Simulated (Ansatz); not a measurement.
Write the native input for Ansatz 0.2.0 that does the following.

```
Task                                : band structure
Functional                          : PBEsol
Potentials or basis                 : Ansatz PAW
Cutoff                              : 420 eV (not typed: the program's choice for these potentials)
k mesh                              : 10 × 8 × 7
Occupations                         : fermi-dirac, width 0.05 eV
Spin                                : no spin polarisation
Path                                : [["G", "Y", "H", "C", "E", "M1", "A", "X", "H1"], ["M", "D", "Z"], ["Y", "D"]]
Points for each segment of the path : 14
```

Ga:

```
Ga
1.0
     2.77842    0.00000    0.00000
     0.00000    3.28161    0.00000
    -1.34343    0.00000    3.99027
Ga
2
Cartesian
  -0.6607 2.4612 3.0732
  2.0957 0.8204 0.9171
```

This isn't the form of Ga at room conditions, which is orthorhombic.

One way to write it, as run:

input.yaml

```yaml
crystal:
  lattice:
    - [2.7784220849, 0.0, 0.0]
    - [0.0, 3.28160879, 0.0]
    - [-1.3434310986, 0.0, 3.9902731763]
  atoms:
    - { symbol: Ga, position: [0.13459627, 0.75, 0.77016683] }
    - { symbol: Ga, position: [0.86540373, 0.25, 0.22983317] }
hamiltonian:
  xc: pbesol
  pseudopotentials: { kind: paw }
kpoints:
  mp_grid: { grid: [10, 8, 7] }
  band_path:
    path:
      - [[0.0, 0.0, 0.0], [0.0, 0.0, 0.5], [-0.439461826, 0.0, 0.712489919], [-0.5, 0.0, 0.5], [-0.5, 0.5, 0.5], [-0.560538174, 0.5, 0.287510081], [-0.5, 0.5, 0.0], [-0.5, 0.0, 0.0], [-0.560538174, 0.0, 0.287510081]]
      - [[-0.439461826, 0.5, 0.712489919], [0.0, 0.5, 0.5], [0.0, 0.5, 0.0]]
      - [[0.0, 0.0, 0.5], [0.0, 0.5, 0.5]]
    npoints: 14
scf:
  occupations: { method: fermi_dirac, width: 0.05 }
  n_extra_bands: 6
output:
  forces: true
  stress: true
  eigenvalues: true
  fatbands: true
  write_density: true
  write_potential: true
  elf: true
  volumetric_format: npy
```

Potentials or basis: Ansatz PAW.

Run with:

```console
$ ansatz run input.yaml --threads 2 --pin off --max-ram 5632MiB --backend cpu --events-out ev --progress --plain --runs-dir out
```

It gave:

```json
{"Pressure": "-0.7 GPa", "Largest force": "0.071 eV/Å", "Band gap on the k mesh": "none (metal or under the smearing width)"}
```

Caveat: the PAW data sets come from PBE, with cores solved anew for the run's functional, which leaves a small shift of forces and pressure.

Wall time 4.8 s on 2 threads of Arm Neoverse V2, with other jobs on the host, peak memory 0.39 GiB.
